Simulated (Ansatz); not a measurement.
# Sc2COS MXene monolayer in a perpendicular field, part 2 of 2

Wanted: the out-of-plane response of the Sc2COS MXene monolayer. A positive field points along +c.

Ansatz 0.2.0; plane-wave DFT, PBE-D3(BJ), Ansatz PAW.

So far. Step 2 (Relaxing the slab): The lattice constant a goes from 3.226 to 3.299 Å.

## 3. Single point, field 0

A sawtooth potential applies the field, turning back in the middle of the vacuum. With the dipole correction the typed value is the field outside the slab. The induced dipole is small, so the SCF threshold is tight.

The cell differs from the one that the last finished run ended in (c 41.983 → 23.250 Å).

input.yaml reads:

```yaml
crystal:
  lattice:
    - [3.299436807, 0.0, 0.0]
    - [-1.6497184035, 2.8573960931, 0.0]
    - [0.0, 0.0, 23.2498217566]
  atoms:
    - { symbol: S, position: [0.3333333333, 0.6666666667, 0.3870997418] }
    - { symbol: Sc, position: [0.6666666667, 0.3333333333, 0.4573834387] }
    - { symbol: C, position: [0.0, 0.0, 0.5110066215] }
    - { symbol: Sc, position: [0.3333333333, 0.6666666667, 0.5824152971] }
    - { symbol: O, position: [0.6666666667, 0.3333333333, 0.6129002582] }
kpoints:
  mp_grid: { grid: [18, 18, 1] }
  band_path:
    path: [[0, 0, 0], [0.5, 0, 0], [0.33333333, 0.33333333, 0], [0, 0, 0]]
    npoints: 16
hamiltonian:
  xc: pbe
  dispersion: d3bj
scf:
  occupations: { method: fermi_dirac, width: 0.02585 }
  convergence: { dr2_threshold: 1.0e-10 }
efield:
  axis: 3
  dipole_correction: true
  ramp_position: 0.97
  ramp_width: 0.06
  amplitude: 0
output:
  dos: { projected: true, e_range: [-6, 5] }
  write_potential: true
  write_density: true
  volumetric_format: npy
  elf: true
```

The run is started by

```bash
> ansatz run input.yaml --threads 2 --pin off --max-ram 3072MiB --backend cpu --events-out ev --progress --plain --runs-dir out
```

Numbers of over 12 decimals in the logs are rounded to 6 here.

Output:

```text
[...]
Crystal: 5 atoms, lattice volume = 219.195 Å³
Basis set: ecut = 420 eV, 4349 PW (Γ)
Bands: 24, of which v1, the nominal top of the filled ones, is band 19 counted from 1 (18 counted from 0)
Symmetry: 6 space group operations
[...]
k-points: 37 of 324 (time reversal used)
[...]
SCF iter   1: F=—  HF=-5997.009750 eV  |F-HF|=—  |Δ(HF+E_count)|=         —  Δρ=4.44e-3  dr2=4.21e-1  ethr=1.77e-3  p=0.067 e·Å  D=5.54e-2 V/Å  ΔV_dip=-1.29 eV  dr2_dipole=1.31e-1  V_vac-E_F(+/−)=5.85/7.13 eV  ⟨swp⟩=6.4  Hψ=4290  notcnv=0
efield: sawtooth ramp at fractional position 0.9700 (set: `efield.ramp_position`, or a place that a band, a saddle search or an elastic batch's reference lends), width 0.0600; the density the first Hamiltonian is built on has a dipole p = 0.067 e·Å; the dipole correction subtracts the counter field D = 5.54e-2 V/Å, which shifts the + side's vacuum level by -1.29 eV against the − side's; the planar-averaged density in the ramp window peaks in size at 6.0e-6 e/Å³
[...]
SCF iter   2: F=—  HF=-5996.991128 eV  |F-HF|=—  |Δ(HF+E_count)|=   1.86e-2  Δρ=2.30e-3  dr2=5.03e-2  ethr=1.11e-3  p=0.023 e·Å  D=1.92e-2 V/Å  ΔV_dip=-0.45 eV  dr2_dipole=2.40e-3  V_vac-E_F(+/−)=6.11/6.56 eV  ⟨swp⟩=2.0  Hψ=1319  notcnv=0  defer=5
[...]
SCF iter  11: F=-5996.988177 eV  HF=-5996.988177 eV  |F-HF|=1.09e-10  |Δ(HF+E_count)|=  9.00e-10  Δρ=1.53e-7  dr2=4.59e-11  ethr=1.00e-12  p=0.019 e·Å  D=1.55e-2 V/Å  ΔV_dip=-0.36 eV  dr2_dipole=1.44e-12  V_vac-E_F(+/−)=6.22/6.58 eV  ⟨swp⟩=5.0  Hψ=2451  notcnv=0
SCF 1 converged in 11 iterations: F = -5996.988177 eV  dr2 = 4.59e-11
[...]
NSCF: frozen V_eff on 49 k-points
efield: sawtooth ramp at fractional position 0.9700 (kept from the solve that this one continues, or follows in the run), width 0.0600; the density the first Hamiltonian is built on has a dipole p = 0.019 e·Å; the dipole correction subtracts the counter field D = 1.55e-2 V/Å, which shifts the + side's vacuum level by -0.36 eV against the − side's; the planar-averaged density in the ramp window peaks in size at 1.6e-6 e/Å³
[...]
SCF converged after 11 iterations
Free energy (F): -5996.988177 eV
[...]
Internal energy: -5996.983184 eV  (E = F + TS)
E sigma→0 (E₀):  -5996.985681 eV
Entropy (-TS):   -0.004993 eV (-0.999 meV/atom)
Fermi energy:    -1.491285 eV
Dipole field:    D = 0.015507 V/Å  (p = 0.018785 e·Å, saw-weighted, corrected)
Work function:   Φ+ = 6.2229 eV   Φ− = 6.5835 eV
Levels:          The Fermi level and band energies are counted from a zero that moves with the ramp; work functions are not
[...]
--- Band table (eV; the first three rows and the last of 37) ---
  k-point 0: bands = [... 15 lower, -1.8587, -1.8587, -1.5342, 0.0125, 0.0125, 2.1984, 2.1984, 2.2621, ... 1 higher]
  k-point 1: bands = [... 15 lower, -2.0790, -1.8554, -1.3670, -0.2375, -0.0846, 2.1502, 2.2865, 2.3680, ... 1 higher]
  k-point 2: bands = [... 15 lower, -2.4027, -1.8503, -1.2137, -0.8218, -0.3178, 2.0131, 2.4688, 2.5387, ... 1 higher]
  k-point 36: bands = [... 15 lower, -3.7181, -3.3139, -2.7535, -2.3522, -2.0039, 2.1903, 2.8987, 3.1619, ... 1 higher]
```

The job ended after 14 s (2 threads of Arm Neoverse V2, shared host; peak memory 0.55 GiB).

The column dr2 measures how far the density is from self-consistency, as an energy; F and HF (Harris–Foulkes) agree once it is small.

Numbers from this step:

```
energy at zero smearing        : -5996.9857 eV
work function, upper face      : 6.223 eV
work function, lower face      : 6.583 eV
dipole along the normal        : 0.01878 e·Å
step between the vacuum levels : -0.3606 eV
```

Running mean over a fixed 2.8 Å (it still follows the layers) of the planar mean; the ramp of the sawtooth is left out. The electron's electrostatic potential energy less the Fermi level by z:

z (Å), electron's electrostatic potential energy less the Fermi level (eV) and a bar from the least value:
```
        3       6.58 ##############################
        4       6.58 ##############################
        5       6.58 ##############################
        6       6.55 ##############################
        7       5.83 ############################
        8       1.78 ###################
        9      -2.33 ##########
       10      -6.47 
       11      -6.25 #
       12      -5.41 ###
       13      -6.68 
       14      -4.80 ####
       15      -0.14 ###############
       16       5.39 ###########################
       17       6.20 #############################
       18       6.22 #############################
       19       6.22 #############################
       20       6.22 #############################
```

The density of states has structure finer than the step of the table below, so its rows give means over 0.2 eV, whole bins alone (the curve runs from -6 to 1.99 eV). Peaks (eV: height): -3.44: 11.6, -2.77: 7.28, -2.58: 10.5, -2.53: 10.3, -2.39: 14.1, -1.89: 8.91, -0.76: 8.17.

Density of states against energy, zero at the Fermi level; means over each step:

```csv
energy (eV),density of states (states/eV a cell)
-4.2,0
-4.0,0.0704
-3.8,1.10
-3.6,1.82
-3.4,6.06
-3.2,3.19
-3.0,4.94
-2.8,5.73
-2.6,7.21
-2.4,7.49
-2.2,1.77
-2.0,5.22
-1.8,2.16
-1.6,1.30
-1.4,1.89
-1.2,4.91
-1.0,3.48
-0.8,4.83
-0.6,4.90
-0.4,5.05
-0.2,3.09
0.0,2.85
0.2,3.72
0.4,2.31
0.6,0.956
0.8,0.626
1.0,0.480
1.2,0.401
1.4,0.277
1.6,0.00130
```

Projected DOS per atom over height of the atomic layer and energy from the Fermi level. Layers: S Sc C Sc O from below.

Ten even steps from '0' (0.00 states/eV) to '9' (4.13 states/eV), each cell a mean:
```
00000
00000
00000
00000
20300
10300
31400
32300
31201
20000
31101
31002
20229
20026
20015
00002
00000
00000
00000
00000
00000
00000
```
Columns: height of the atomic layer (Å) from 9 to 14.2 (not evenly spaced); rows upwards: energy from the Fermi level (eV) from -5.96 to 1.96.

Electronic bands along the path, in eV, zero at the Fermi level:

```csv
point,band 16,band 17,band 18,band 19,band 20,band 21,band 22,band 23
Γ,-0.37,-0.37,-0.04,1.50,1.50,3.69,3.69,3.75
halfway,-1.73,-0.89,-0.43,0.16,0.57,2.97,4.25,4.29
M,-1.91,-1.18,-0.75,-0.51,0.32,2.55,4.39,4.69
halfway,-1.87,-1.53,-1.04,-0.74,-0.28,3.26,4.28,4.48
K,-2.23,-1.82,-1.26,-0.86,-0.51,3.68,4.39,4.65
halfway,-1.91,-1.09,-0.57,-0.14,0.21,3.39,3.76,4.51
Γ,-0.37,-0.37,-0.04,1.50,1.50,3.69,3.69,3.75
```

ELF in the ca plane at fractional y = 0.333, with atoms of Sc and O within 0.2 Å of it. It is the smooth field of the valence electrons, not physical close to the nuclei.

Values, 5 rows by 16 columns, each cell a mean:
```
0.00 0.03 0.24 0.35 0.41 0.37 0.26 0.25 0.72 0.52 0.07 0.00 0.00 0.00 0.00 0.00
0.00 0.00 0.05 0.09 0.48 0.47 0.08 0.45 0.63 0.66 0.12 0.00 0.00 0.00 0.00 0.00
0.00 0.03 0.24 0.34 0.43 0.38 0.24 0.26 0.72 0.53 0.08 0.00 0.00 0.00 0.00 0.00
0.00 0.13 0.62 0.73 0.27 0.37 0.57 0.14 0.16 0.12 0.01 0.00 0.00 0.00 0.00 0.00
0.00 0.13 0.63 0.75 0.28 0.39 0.58 0.14 0.13 0.11 0.01 0.00 0.00 0.00 0.00 0.00
```
Columns run along c (16.0 Å, from fractional 0.25 to 0.94 of the cell), rows up along a (3.3 Å). Atoms in or near the plane, at fractional coordinates: Sc at (0.46, 0.67), O at (0.61, 0.67).

Valence density in the ca plane at fractional y = 0.333, with atoms of Sc and O within 0.2 Å of it. It is the smooth field of the valence electrons, not physical close to the nuclei.

Ten steps, logarithmic in the rise over the least value, from '0' (0.0 e/Å³) to '9' (7.0 e/Å³), each cell a mean:
```
00000000000000000122333465432222345431000000
00000000000000000011224798632112478752100000
00000000000000000011126999731112589973100000
00000000000000000011225899732112479863100000
00000000000000000112224677532222357642000000
00000000000000000123333344333222334321000000
00000000000000000234443222333333332110000000
00000000000000001234443222334333432100000000
00000000000000000133433222333322333210000000
```
Columns run along c (16.0 Å, from fractional 0.08 to 0.77 of the cell), rows up along a (3.3 Å). Atoms in or near the plane, at fractional coordinates: Sc at (0.46, 0.67), O at (0.61, 0.67).

Electrostatic potential energy in the ca plane at fractional y = 0.333, with atoms of Sc and O within 0.2 Å of it. With pseudopotentials it is smooth inside the atoms' cores, unlike the true potential.

Values in eV, 5 rows by 16 columns, each cell a mean:
```
  5   5   5   5   5   5   4   0 -19 -19   0   0 -13   2   5   5
  5   5   5   5   5   5   4   0 -32 -32  -1   1 -37  -6   5   5
  5   5   5   5   5   5   4   0 -19 -19   0   0 -14   2   5   5
  5   5   5   5   5   5   2  -4  -2  -2   0  -6  -5   3   5   5
  5   5   5   5   5   5   2  -3  -2  -1   0  -6  -5   3   5   5
```
Columns run along c (16.0 Å, from fractional 0.08 to 0.77 of the cell; values clipped at the 3rd and 97th percentile), rows up along a (3.3 Å). Atoms in or near the plane, at fractional coordinates: Sc at (0.46, 0.67), O at (0.61, 0.67).

The work function of the upper face is 6.22 eV.

## 4. Single point, field 0.1 V/Å

input.yaml, as its differences from that of step 3:

```diff
@@ -27,5 +27,4 @@
   ramp_width: 0.06
-  amplitude: 0
+  amplitude: 0.1
 output:
-  dos: { projected: true, e_range: [-6, 5] }
   write_potential: true
@@ -33,2 +32 @@
   volumetric_format: npy
-  elf: true
```

Output:

```text
[...]
Crystal: 5 atoms, lattice volume = 219.195 Å³
Basis set: ecut = 420 eV, 4349 PW (Γ)
Bands: 24, of which v1, the nominal top of the filled ones, is band 19 counted from 1 (18 counted from 0)
Symmetry: 6 space group operations
[...]
k-points: 37 of 324 (time reversal used)
[...]
k-point 0: bands = [... 15 lower, -1.8808, -1.8808, -1.5565, -0.0096, -0.0096, 2.1815, 2.1815, 2.2454, ... 1 higher]
  k-point 1: bands = [... 15 lower, -2.1000, -1.8775, -1.3901, -0.2594, -0.1066, 2.1341, 2.2700, 2.3501, ... 1 higher]
  k-point 2: bands = [... 15 lower, -2.4220, -1.8724, -1.2371, -0.8433, -0.3396, 1.9974, 2.4544, 2.5196, ... 1 higher]
  k-point 36: bands = [... 15 lower, -3.7311, -3.3293, -2.7826, -2.3699, -2.0143, 2.1839, 2.9018, 3.1417, ... 1 higher]
[key lines of the parts left out:]
SCF converged after 15 iterations
Free energy (F): -5996.991802 eV
Fermi energy:    -1.510474 eV
Dipole field:    D = 0.044342 V/Å  (p = 0.053713 e·Å, saw-weighted, corrected)
```

Run time: 17 s. Hardware: 2 threads; peak memory 0.53 GiB.

The dipole is 0.0537 e·Å, 0.0349 e·Å from its value without field.

## 5. Atoms held, field -0.1 V/Å

input.yaml, as its differences from that of step 4:

```diff
@@ -27,3 +27,3 @@
   ramp_width: 0.06
-  amplitude: 0.1
+  amplitude: -0.1
 output:
```

Output:

```text
[...]
Crystal: 5 atoms, lattice volume = 219.195 Å³
Basis set: ecut = 420 eV, 4349 PW (Γ)
Bands: 24, of which v1, the nominal top of the filled ones, is band 19 counted from 1 (18 counted from 0)
Symmetry: 6 space group operations
[...]
k-points: 37 of 324 (time reversal used)
[...]
k-point 0: bands = [... 15 lower, -1.8371, -1.8371, -1.5123, 0.0341, 0.0341, 2.2145, 2.2145, 2.2774, ... 1 higher]
  k-point 1: bands = [... 15 lower, -2.0585, -1.8338, -1.3445, -0.2161, -0.0632, 2.1653, 2.3021, 2.3847, ... 1 higher]
  k-point 2: bands = [... 15 lower, -2.3839, -1.8286, -1.1908, -0.8008, -0.2965, 2.0279, 2.4824, 2.5568, ... 1 higher]
  k-point 36: bands = [... 15 lower, -3.7053, -3.2988, -2.7248, -2.3351, -1.9939, 2.1960, 2.8949, 3.1814, ... 1 higher]
[key lines of the parts left out:]
SCF converged after 15 iterations
Free energy (F): -5996.988044 eV
Fermi energy:    -1.472559 eV
Dipole field:    D = -0.013315 V/Å  (p = -0.016129 e·Å, saw-weighted, corrected)
```

The job ended after 17 s (2 threads; peak memory 0.53 GiB; 33 s of CPU time).

The dipole is -0.0161 e·Å, -0.0349 e·Å from its value without field.

## 6. Response, atoms held

This step: plane-wave DFT, PBE-D3(BJ), Ansatz PAW; response to a field along the normal, atoms held (Ansatz 0.2.0).

The dipoles give the slope, and the difference of two potentials shows where the field is screened.

Numbers from this step:

| Property | Result |
| --- | --- |
| equivalent conductor thickness p/(ε₀AE) | 6.703 Å |
| distance between the outer atoms | 5.250 Å |

The dipole of the cell by applied field:

```csv
applied field (V/Å),dipole of the cell (e·Å)
-0.1000,-0.0161
0.0000,0.0188
0.1000,0.0537
```

Local field over the applied field, running mean. From the potentials at -0.1 and 0.1 V/Å; running mean over 2.5 Å. Table of local field over applied field by z:

```csv
z (Å),local field over applied field
4.07,1.000
4.50,1.000
4.94,0.998
5.23,0.997
5.67,0.990
6.10,0.974
6.54,0.933
6.97,0.849
7.27,0.766
7.70,0.616
8.14,0.456
8.57,0.294
9.01,0.152
9.45,0.0576
9.74,0.0242
10.17,0.00174
10.61,-0.00456
11.04,0.00824
11.48,0.0359
11.77,0.0575
12.21,0.0830
12.64,0.0976
13.08,0.124
13.51,0.168
13.80,0.212
14.24,0.306
14.68,0.430
15.11,0.578
15.55,0.722
15.98,0.844
16.27,0.905
16.71,0.960
17.15,0.985
17.58,0.995
18.02,0.998
18.31,0.999
18.75,1.000
19.18,1.000
```

Electrons, planar mean, per unit field. Table of induced electron density by z:

```csv
z (Å),induced electron density (e/Å³ per V/Å)
4.5,1.6e-6
5.0,6.5e-6
5.5,2.4e-5
6.0,8.7e-5
6.5,2.9e-4
7.0,8.5e-4
7.5,0.00218
8.0,0.00380
8.5,0.00262
9.0,8.3e-4
9.5,8.2e-4
10.0,-2.2e-4
10.5,-3.4e-4
11.0,1.1e-5
11.5,-6.5e-5
12.0,-6.8e-4
12.5,-0.00105
13.0,1.3e-4
13.5,0.00103
14.0,-0.00172
14.5,-0.00173
15.0,-0.00352
15.5,-0.00208
16.0,-8.3e-4
16.5,-2.9e-4
17.0,-9.0e-5
17.5,-2.6e-5
18.0,-7.2e-6
18.5,-1.9e-6
19.0,-5.1e-7
```

By hand: between -0.1 and 0.1 V/Å the dipole changes by 0.06984 e·Å, a slope of 0.3492 e·Å²/V. A perfect conductor of thickness t has p = ε₀AEt, so t = 180.95 × 0.3492 / 9.428 = 6.70 Å (e/ε₀ = 180.95 V·Å, A in Å²).

The induced dipole is that of a conductor 6.70 Å thick.

## 7. What came out

| Item | Value |
| --- | --- |
| gap without field | none |
| work function, upper face | 6.22 eV |
| step between the vacuum levels | -0.361 eV |
| equivalent conductor thickness, atoms held | 6.70 Å |

What this shows: The induced dipole equals that of a perfect conductor 6.70 Å thick, while the outer atoms lie 5.25 Å apart. The two faces differ: the vacuum level above lies 0.36 eV lower than the one below. There is no gap over 0.03 eV, with or without the field. The main runs have no spin polarisation; a magnetic state could lie lower and would change these results. The MXene's terminations sit over the metal atoms of its far layer; the site over carbon or nitrogen, which some compounds prefer, was not run.

[Logs are printed without paths, hosts, clocks, repeated set-up lines and the standing remarks that a program may print on its own settings, such as how far it seeks lower states.]

[Hosts, paths, dates, database ids (printed as entryN), source tags and the programs' standing remarks are cut or masked in the printed files.]

[Maps of the electrostatic potential energy from Ansatz leave out the sawtooth potential of an applied field or a dipole correction, so their vacuum need not be flat; planar profiles and work functions include it.]

[The density of states shown here was stored with 400 of the rows of the run's finer table, so its peaks can read low, often by over a quarter, or be missed, and its means over a window can be off by a tenth or more.]
